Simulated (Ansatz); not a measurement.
Here is an Ansatz 0.2.0 calculation.

The input input.yaml:

```yaml
crystal:
  lattice:
    - [0.0, 2.72525, 2.72525]
    - [2.72525, 0.0, 2.72525]
    - [2.72525, 2.72525, 0.0]
  atoms:
    - { symbol: Ga, position: [0.0, 0.0, 0.0] }
    - { symbol: P, position: [0.75, 0.75, 0.75] }
hamiltonian:
  xc: pbe
  pseudopotentials: { kind: paw }
kpoints:
  mp_grid: { grid: [8, 8, 8] }
scf:
  occupations: { method: gaussian, width: 0.013 }
output:
  forces: true
  stress: true
  eigenvalues: true
```

Potentials or basis: Ansatz PAW.

Command:

```console
$ ansatz run input.yaml --threads 2 --pin off --max-ram 5632MiB --backend cpu --events-out ev --progress --plain --runs-dir out
```

Question: Predict the pressure.

Answer: 2.5 GPa.

Question: Predict the band gap on the k mesh.

Answer: 1.64 eV, indirect (least direct gap 1.83 eV).

**The experiment to reproduce.**

“Stacking defects in GaP nanowires: Electronic structure and optical properties”, 2018, arxiv:1810.01194 quotes, for a bulk crystal of GaP at 10 K: band gap 2.34 eV (indirect).

A measured gap of GaP is 2.34 eV (indirect; 10 K; quoted in “Stacking defects in GaP nanowires: Electronic structure and optical properties”, 2018, arxiv:1810.01194); the calculated 1.64 eV misses it by -0.70 eV. Spin-orbit coupling on Ga is left out. The value is that of PBE on a finite k mesh, which can miss the band edges, without temperature or zero-point motion. Semilocal functionals fall short of measured gaps as a rule.
